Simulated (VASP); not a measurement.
# ZnSn2N2 (P-4m2) in VASP: a series of runs

The runs below take ZnSn2N2 through single point, with PBE.

All numbers are computed with VASP 6.6.1; they aren't measurements. Logs are shortened: lines on timing, memory, paths and dates and some standing lists are left out, and cuts for length are marked.

## (1) The undisturbed crystal

The structure is tetragonal, space group P-4m2 (No. 115). Conventional cell: a = 3.352 Å, b = 3.352 Å, c = 8.064 Å, α = 90.00°, β = 90.00°, γ = 90.00°. Sn (site symmetry 2mm) has 2 N at 2.12 Å as nearest neighbours. Around Zn (site symmetry -4m2) lie 4 N at 2.05 Å. N (site symmetry 2mm) is surrounded by 2 Zn at 2.05 Å and 2 Sn at 2.12 Å.

The cell comes from a database or a generator and needn't be the stable form of this composition.

## (2) Single point, PBE

INCAR reads:

```
PREC     = Accurate       # precision mode
ENCUT    = 350            # plane-wave cutoff, eV
EDIFF    = 1E-7           # SCF threshold, eV
ISMEAR   = 0              # smearing method
SIGMA    = 0.05           # smearing width, eV
LREAL    = False          # projectors in reciprocal space
LASPH    = True           # aspherical terms in the spheres
NELM     = 100            # most SCF steps
ALGO     = Normal         # electronic algorithm
ISIF     = 2              # what is computed and relaxed
LWAVE    = False          # write WAVECAR
LCHARG   = False          # write CHGCAR
GGA      = PE             # functional
NBANDS   = 33             # bands
ADDGRID  = False
```

KPOINTS reads:

```
Automatic mesh
0
Gamma
  10 10 4
```

POSCAR reads:

```
ZnSn2N2
1.0
    3.3523260000      0.0000000000      0.0000000000
    0.0000000000      3.3523260000      0.0000000000
    0.0000000000      0.0000000000      8.0642090000
Sn Zn N
2 1 2
Direct
    0.4973440000      0.4812300000      0.3153800000
    0.4977480000      0.5263330000      0.6946440000
   -0.0161480000     -0.0098380000     -0.0046550000
   -0.0132420000      0.5408690000      0.8583280000
    0.4951850000     -0.0107610000      0.1447960000
```

Potentials or basis: VASP PAW PBE potentials, release 64 (Sn_d, Zn, N).

Run with:

```console
> cat potpaw_PBE.64/Sn_d/POTCAR potpaw_PBE.64/Zn/POTCAR potpaw_PBE.64/N/POTCAR > POTCAR
> mpirun -np 1 vasp_std > vasp.out
```

OUTCAR:

```text
PREC = Accurate
   ENCUT = 350
   EDIFF = 1E-7
   ISMEAR = 0
   LREAL = False
   LASPH = True
   NELM = 100
   ISIF = 2
   GGA = PE

 Found    204 irreducible k-points:

 Following reciprocal coordinates:
            Coordinates               Weight
  0.000000  0.000000  0.000000      1.000000
  0.100000  0.000000  0.000000      2.000000
  0.000000  0.100000  0.000000      2.000000
  0.200000  0.000000  0.000000      2.000000
  0.000000  0.200000  0.000000      2.000000
  0.300000  0.000000  0.000000      2.000000
   k-points           NKPTS =    204   k-points in BZ     NKDIM =    204   number of bands    NBANDS=     33
   number of dos      NEDOS =    301   number of ions     NIONS =      5
   total plane-waves  NPLWV =  20000
   dimension x,y,z NGX =    20 NGY =   20 NGZ =   50
   dimension x,y,z NGXF=    40 NGYF=   40 NGZF=  100
   ions per type =               2   1   2
   NGX,Y,Z   is equivalent  to a cutoff of   9.92,  9.92, 10.31 a.u.
   NGXF,Y,Z  is equivalent  to a cutoff of  19.84, 19.84, 20.62 a.u.
 SYSTEM =  unknown system
   PREC   = accura    normal or accurate (medium, high low for compatibility)
   ISTART =      0    job   : 0-new  1-cont  2-samecut
   ICHARG =      2    charge: 1-file 2-atom 10-const
   ISPIN  =      1    spin polarized calculation?
   LNONCOLLINEAR =      F non collinear calculations
   LSORBIT =      F    spin-orbit coupling
   LASPH  =      T    aspherical Exc in radial PAW
   ENCUT  =  350.0 eV  25.72 Ry    5.07 a.u.   5.11  5.11 12.30*2*pi/ulx,y,z
   NELM   =    100;   NELMIN=  2; NELMDL= -5     # of ELM steps
   EDIFF  = 0.1E-06   stopping-criterion for ELM
   LREAL  =      F    real-space projection
   EDIFFG = 0.1E-05   stopping-criterion for IOM
   NSW    =      0    number of steps for IOM
   IBRION =     -1    ionic relax: 0-MD 1-quasi-New 2-CG
   NFREE  =      0    steps in history (QN), initial steepest desc. (CG)
   ISIF   =      2    stress and relaxation
   ISYM   =      2    0-nonsym 1-usesym 2-fastsym
   POTIM  = 0.5000    time-step for ionic-motion
   TEBEG  =    0.0;   TEEND  =   0.0 temperature during run
   PSTRESS=    0.0 pullay stress
   NELECT =      50.0000    total number of electrons
   NUPDOWN=      -1.0000    fix difference up-down
   EMIN   =  10.00;   EMAX   =-10.00  energy-range for DOS
   EFERMI =   0.00;   METHOD = LEGACY
   ISMEAR =     0;   SIGMA  =   0.05  broadening in eV -4-tet -1-fermi 0-gaus
   EFERMI_NEDOS =   21; number of points for ismear=-14 and -15
   IALGO  =     38    algorithm
   IMIX   =      4    mixing-type and parameters
     AMIX     =   0.40;   BMIX     =  1.00
     AMIX_MAG =   1.60;   BMIX_MAG =  1.00
  volume/ion in A,a.u.               =      18.13       122.32
  Fermi-wavevector in a.u.,A,eV,Ry     =   1.342703  2.537341 24.529295  1.802852
  Thomas-Fermi vector in A             =   2.470836
   LORBIT       =      0    0 simple, 1 ext, 2 COOP (PROOUT), +10 PAW based schemes
   GGA     = PE    functional components
   LHFCALC =     F    Hartree Fock is set to
   AEXX    =    0.0000 exact exchange contribution
   IVDW    =     0    specifies the selected vdW correction
   LEPSILON=     F    determine dielectric tensor
   LRPA    =     F    only Hartree local field effects (RPA)
 non-spin polarized calculation
 Gauss-broadening in eV      SIGMA  =   0.05
  energy-cutoff  :      350.00
  volume of cell :       90.63
 maximum number of plane-waves:      1368
   NGX = 11   NGY = 11   NGZ = 25

 number of electron      50.0000019 magnetization

 Free energy of the ion-electron system (eV)
  ---------------------------------------------------
  ext. energy  EPLUGINS =         0.00000000
  ---------------------------------------------------
  free energy    TOTEN  =       -23.94784010 eV

  energy without entropy =      -23.94555628  energy(sigma->0) =      -23.94669819

 E-fermi :   5.3789     XC(G=0): -10.2365

 val. band max:        5.3751918061   @ k =   0.2000   0.1000   0.2500
 cond. band min:       5.3846580269   @ k =   0.0000   0.3000   0.5000
 fundamental gap:      0.0094662208
 Fermi energy:         5.3789025247

 k-point     1 :       0.0000    0.0000    0.0000
  band No.  band energies     occupation
      1     -16.1026      2.00000
      2     -16.0206      2.00000
      3     -15.9586      2.00000
      4     -15.9010      2.00000
      5     -15.8823      2.00000
      6     -15.8272      2.00000
[... 25 lines left out ...]
     32      12.8783      0.00000
     33      13.2478      0.00000

 k-point     2 :       0.1000    0.0000    0.0000
  band No.  band energies     occupation
      1     -16.0925      2.00000
      2     -16.0091      2.00000
      3     -15.9552      2.00000
      4     -15.9112      2.00000
      5     -15.8818      2.00000
      6     -15.8320      2.00000
[... 25 lines left out ...]
     32      12.7734      0.00000
     33      13.5438      0.00000

 k-point     3 :       0.0000    0.1000    0.0000
  band No.  band energies     occupation
      1     -16.0917      2.00000
      2     -16.0121      2.00000
      3     -15.9533      2.00000
      4     -15.9006      2.00000
      5     -15.8882      2.00000
      6     -15.8316      2.00000
[... 25 lines left out ...]
     32      12.9566      0.00000
     33      13.7190      0.00000

 k-point     4 :       0.2000    0.0000    0.0000
  band No.  band energies     occupation
      1     -16.0714      2.00000
      2     -15.9796      2.00000
      3     -15.9633      2.00000
      4     -15.9162      2.00000
      5     -15.8801      2.00000
      6     -15.8440      2.00000
[... 25 lines left out ...]
     32      12.9777      0.00000
     33      14.0053      0.00000

 k-point     5 :       0.0000    0.2000    0.0000
  band No.  band energies     occupation
      1     -16.0642      2.00000
      2     -15.9951      2.00000
      3     -15.9378      2.00000
      4     -15.9028      2.00000
      5     -15.8993      2.00000
      6     -15.8430      2.00000
[... 25 lines left out ...]
     32      13.1538      0.00000
     33      14.1627      0.00000

 k-point     6 :       0.3000    0.0000    0.0000
  band No.  band energies     occupation
      1     -16.0589      2.00000
      2     -15.9939      2.00000
      3     -15.9462      2.00000
      4     -15.8891      2.00000
      5     -15.8782      2.00000
      6     -15.8584      2.00000
[... 25 lines left out ...]
     32      13.3059      0.00000
     33      14.2152      0.00000

 [... further k-points ...]
[... 5 lines left out ...]
  --------------------------------------------------------------------------------------
  -------------------------------------------------------------------------------------
  Total       -3.1143603     -2.4632630     -3.1290974     -0.0073156      2.0479283      0.1688969
  in kB      -55.0586012    -43.5478884    -55.3191376     -0.1293312     36.2052093      2.9859183
  external PRESSURE =     -51.3085424 kB  Pullay stress =       0.0000000 kB

 VOLUME and BASIS-vectors are now :
 -----------------------------------------------------------------------------
  energy-cutoff  :      350.00
  volume of cell :       90.63
      direct lattice vectors                 reciprocal lattice vectors
     3.352326000  0.000000000  0.000000000     0.298300344  0.000000000  0.000000000
     0.000000000  3.352326000  0.000000000     0.000000000  0.298300344  0.000000000
     0.000000000  0.000000000  8.064209000     0.000000000  0.000000000  0.124004723

 POSITION                                       TOTAL-FORCE (eV/Angst)
 -----------------------------------------------------------------------------------
      1.66726      1.61324      2.54329        -0.006185      0.214248     -1.041084
      1.66861      1.76444      5.60175        -0.356631      0.028550      0.247367
      3.29819      3.31935      8.02667         0.208639      1.418041      1.121120
      3.30793      1.81317      6.92174         0.357945     -1.634342     -1.057714
      1.66002      3.31625      1.16767        -0.203767     -0.026497      0.730312
 -----------------------------------------------------------------------------------
    total drift:                               -0.001128      0.000159     -0.001101

  FREE ENERGIE OF THE ION-ELECTRON SYSTEM (eV)
  ---------------------------------------------------
  free  energy   TOTEN  =       -23.9478400959 eV

  energy  without entropy=      -23.9455562783  energy(sigma->0) =      -23.94669819
```

Run time: 5.2 min. Hardware: 1 thread of AMD EPYC 7R13 (Zen 3), shared host; peak memory 0.35 GiB.

The run converged, but a check on its numbers failed (symmetry, net force, bounds or a known fault of this set-up), so they aren't taken as properties of the crystal.

Caveat: the cutoff lies under the usual one of these potentials, so the numbers hold a large basis-set error.

## (3) Single point, PBE

INCAR: that of step 2 with these lines changed.

```diff
@@ -1,5 +1,5 @@
 PREC     = Accurate       # precision mode
-ENCUT    = 350            # plane-wave cutoff, eV
+ENCUT    = 400            # plane-wave cutoff, eV
 EDIFF    = 1E-7           # SCF threshold, eV
-ISMEAR   = 0              # smearing method
+ISMEAR   = -5             # smearing method
 SIGMA    = 0.05           # smearing width, eV
```

KPOINTS is that of step 2.

POSCAR is that of step 2.

Potentials or basis: VASP PAW PBE potentials, release 64 (Sn_d, Zn, N).

Run with:

```console
> cat potpaw_PBE.64/Sn_d/POTCAR potpaw_PBE.64/Zn/POTCAR potpaw_PBE.64/N/POTCAR > POTCAR
> mpirun -np 1 vasp_std > vasp.out
```

Wall time 7.2 min (1 thread of AMD EPYC 7R13 (Zen 3), shared host); peak memory 0.43 GiB.

These settings aren't checked as converged: the numbers below hold their error.

What came out:

```yaml
Free_energy: -23.9707 eV
Largest_force: 1.980 eV/Å
Band_gap_on_the_k_mesh: none (metal or under the smearing width)
```

Caveat: the cutoff is under 1.25 times the usual one of these potentials, so pressure, stress and relaxed cells hold a basis-set (Pulay) error; tetrahedron occupations give inexact forces and stress in metals.

## (4) Single point, PBE

INCAR: that of step 3 with these lines changed.

```diff
@@ -1,5 +1,5 @@
-PREC     = Accurate       # precision mode
-ENCUT    = 400            # plane-wave cutoff, eV
+PREC     = Normal         # precision mode
+ENCUT    = 500            # plane-wave cutoff, eV
 EDIFF    = 1E-7           # SCF threshold, eV
-ISMEAR   = -5             # smearing method
+ISMEAR   = 0              # smearing method
 SIGMA    = 0.05           # smearing width, eV
```

KPOINTS is that of step 3.

POSCAR is that of step 3.

Run with:

```console
> cat potpaw_PBE.64/Sn_d/POTCAR potpaw_PBE.64/Zn/POTCAR potpaw_PBE.64/N/POTCAR > POTCAR
> mpirun -np 1 vasp_std > vasp.out
```

Wall time 4.1 min (1 thread of AMD EPYC 7R13 (Zen 3), shared host); peak memory 0.51 GiB.

These settings aren't checked as converged: the numbers below hold their error.

What came out:

```
Free energy            : -23.9658 eV
Pressure               : -0.6 GPa
Largest force          : 1.989 eV/Å
Band gap on the k mesh : none (metal or under the smearing width)
```

## (5) Single point, PBE

INCAR: that of step 4 with these lines changed.

```diff
@@ -1,4 +1,4 @@
-PREC     = Normal         # precision mode
+PREC     = Accurate       # precision mode
 ENCUT    = 500            # plane-wave cutoff, eV
-EDIFF    = 1E-7           # SCF threshold, eV
+EDIFF    = 1E-5           # SCF threshold, eV
 ISMEAR   = 0              # smearing method
```

KPOINTS is that of step 4.

POSCAR is that of step 4.

Potentials or basis: VASP PAW PBE potentials, release 64 (Sn_d, Zn, N).

Run with:

```console
> cat potpaw_PBE.64/Sn_d/POTCAR potpaw_PBE.64/Zn/POTCAR potpaw_PBE.64/N/POTCAR > POTCAR
> mpirun -np 1 vasp_std > vasp.out
```

OUTCAR:

```text
PREC = Accurate
   ENCUT = 500
   EDIFF = 1E-5
   ISMEAR = 0
   LREAL = False
   LASPH = True
   NELM = 100
   ISIF = 2
   GGA = PE

 Found    204 irreducible k-points:

 Following reciprocal coordinates:
            Coordinates               Weight
  0.000000  0.000000  0.000000      1.000000
  0.100000  0.000000  0.000000      2.000000
  0.000000  0.100000  0.000000      2.000000
  0.200000  0.000000  0.000000      2.000000
  0.000000  0.200000  0.000000      2.000000
  0.300000  0.000000  0.000000      2.000000
   k-points           NKPTS =    204   k-points in BZ     NKDIM =    204   number of bands    NBANDS=     33
   number of dos      NEDOS =    301   number of ions     NIONS =      5
   total plane-waves  NPLWV =  34560
   dimension x,y,z NGX =    24 NGY =   24 NGZ =   60
   dimension x,y,z NGXF=    48 NGYF=   48 NGZF=  120
   ions per type =               2   1   2
   NGX,Y,Z   is equivalent  to a cutoff of  11.90, 11.90, 12.37 a.u.
   NGXF,Y,Z  is equivalent  to a cutoff of  23.80, 23.80, 24.74 a.u.
 SYSTEM =  unknown system
   PREC   = accura    normal or accurate (medium, high low for compatibility)
   ISTART =      0    job   : 0-new  1-cont  2-samecut
   ICHARG =      2    charge: 1-file 2-atom 10-const
   ISPIN  =      1    spin polarized calculation?
   LNONCOLLINEAR =      F non collinear calculations
   LSORBIT =      F    spin-orbit coupling
   LASPH  =      T    aspherical Exc in radial PAW
   ENCUT  =  500.0 eV  36.75 Ry    6.06 a.u.   6.11  6.11 14.70*2*pi/ulx,y,z
   NELM   =    100;   NELMIN=  2; NELMDL= -5     # of ELM steps
   EDIFF  = 0.1E-04   stopping-criterion for ELM
   LREAL  =      F    real-space projection
   EDIFFG = 0.1E-03   stopping-criterion for IOM
   NSW    =      0    number of steps for IOM
   IBRION =     -1    ionic relax: 0-MD 1-quasi-New 2-CG
   NFREE  =      0    steps in history (QN), initial steepest desc. (CG)
   ISIF   =      2    stress and relaxation
   ISYM   =      2    0-nonsym 1-usesym 2-fastsym
   POTIM  = 0.5000    time-step for ionic-motion
   TEBEG  =    0.0;   TEEND  =   0.0 temperature during run
   PSTRESS=    0.0 pullay stress
   NELECT =      50.0000    total number of electrons
   NUPDOWN=      -1.0000    fix difference up-down
   EMIN   =  10.00;   EMAX   =-10.00  energy-range for DOS
   EFERMI =   0.00;   METHOD = LEGACY
   ISMEAR =     0;   SIGMA  =   0.05  broadening in eV -4-tet -1-fermi 0-gaus
   EFERMI_NEDOS =   21; number of points for ismear=-14 and -15
   IALGO  =     38    algorithm
   IMIX   =      4    mixing-type and parameters
     AMIX     =   0.40;   BMIX     =  1.00
     AMIX_MAG =   1.60;   BMIX_MAG =  1.00
  volume/ion in A,a.u.               =      18.13       122.32
  Fermi-wavevector in a.u.,A,eV,Ry     =   1.342703  2.537341 24.529295  1.802852
  Thomas-Fermi vector in A             =   2.470836
   LORBIT       =      0    0 simple, 1 ext, 2 COOP (PROOUT), +10 PAW based schemes
   GGA     = PE    functional components
   LHFCALC =     F    Hartree Fock is set to
   AEXX    =    0.0000 exact exchange contribution
   IVDW    =     0    specifies the selected vdW correction
   LEPSILON=     F    determine dielectric tensor
   LRPA    =     F    only Hartree local field effects (RPA)
 non-spin polarized calculation
 Gauss-broadening in eV      SIGMA  =   0.05
  energy-cutoff  :      500.00
  volume of cell :       90.63
 maximum number of plane-waves:      2336
   NGX = 13   NGY = 13   NGZ = 29

 number of electron      49.9999989 magnetization

 Free energy of the ion-electron system (eV)
  ---------------------------------------------------
  ext. energy  EPLUGINS =         0.00000000
  ---------------------------------------------------
  free energy    TOTEN  =       -23.96536718 eV

  energy without entropy =      -23.96311638  energy(sigma->0) =      -23.96424178

 E-fermi :   5.3677     XC(G=0): -10.2352

 val. band max:        5.3631362478   @ k =   0.2000   0.1000   0.2500
 cond. band min:       5.3715989388   @ k =   0.1000   0.2000  -0.2500
 fundamental gap:      0.0084626910
 Fermi energy:         5.3677070950

 k-point     1 :       0.0000    0.0000    0.0000
  band No.  band energies     occupation
      1     -16.1181      2.00000
      2     -16.0364      2.00000
      3     -15.9744      2.00000
      4     -15.9166      2.00000
      5     -15.8986      2.00000
      6     -15.8435      2.00000
[... 25 lines left out ...]
     32      12.8619      0.00000
     33      13.2322      0.00000
[... 149 lines left out ...]
      3     -15.9616      2.00000
      4     -15.9051      2.00000
      5     -15.8944      2.00000
      6     -15.8745      2.00000
[... 25 lines left out ...]
     32      13.2933      0.00000
     33      14.2187      0.00000

 [... further k-points ...]
[... 5 lines left out ...]
  --------------------------------------------------------------------------------------
  -------------------------------------------------------------------------------------
  Total       -0.5217516      0.1053819     -0.6388881     -0.0066646      2.0204521      0.1719781
  in kB       -9.2240166      1.8630408    -11.2948660     -0.1178238     35.7194591      3.0403914
  external PRESSURE =      -6.2186139 kB  Pullay stress =       0.0000000 kB

 VOLUME and BASIS-vectors are now :
 -----------------------------------------------------------------------------
  energy-cutoff  :      500.00
  volume of cell :       90.63
      direct lattice vectors                 reciprocal lattice vectors
     3.352326000  0.000000000  0.000000000     0.298300344  0.000000000  0.000000000
     0.000000000  3.352326000  0.000000000     0.000000000  0.298300344  0.000000000
     0.000000000  0.000000000  8.064209000     0.000000000  0.000000000  0.124004723

 POSITION                                       TOTAL-FORCE (eV/Angst)
 -----------------------------------------------------------------------------------
      1.66726      1.61324      2.54329        -0.006818      0.214746     -1.067116
      1.66861      1.76444      5.60175        -0.357434      0.029483      0.272801
      3.29819      3.31935      8.02667         0.211633      1.411481      1.114989
      3.30793      1.81317      6.92174         0.358851     -1.638840     -1.067469
      1.66002      3.31625      1.16767        -0.206232     -0.016869      0.746795
 -----------------------------------------------------------------------------------
    total drift:                                0.000615     -0.000039     -0.000941

  FREE ENERGIE OF THE ION-ELECTRON SYSTEM (eV)
  ---------------------------------------------------
  free  energy   TOTEN  =       -23.9653671821 eV

  energy  without entropy=      -23.9631163835  energy(sigma->0) =      -23.96424178
```

Wall time 6.1 min (1 thread of AMD EPYC 7R13 (Zen 3), shared host); peak memory 0.54 GiB.

The run converged, but some of its settings lie outside the range that counts as converged, so its numbers aren't taken as properties of the crystal.

Results:

```
Free energy            : -23.9654 eV
Pressure               : -0.6 GPa
Largest force          : 1.988 eV/Å
Band gap on the k mesh : none (metal or under the smearing width)
```

## (6) The reference run

An earlier run on the cell as given: functional PBE; potentials or basis VASP PAW PBE potentials, release 64 (Sn_d, Zn, N); cutoff 520 eV; k mesh 8 × 8 × 4; occupations fermi-dirac, width 0.05 eV; no spin polarisation.

- Pressure: -0.3 GPa
- Largest force: 0.069 eV/Å
- Band gap on the k mesh: none (metal or under the smearing width)
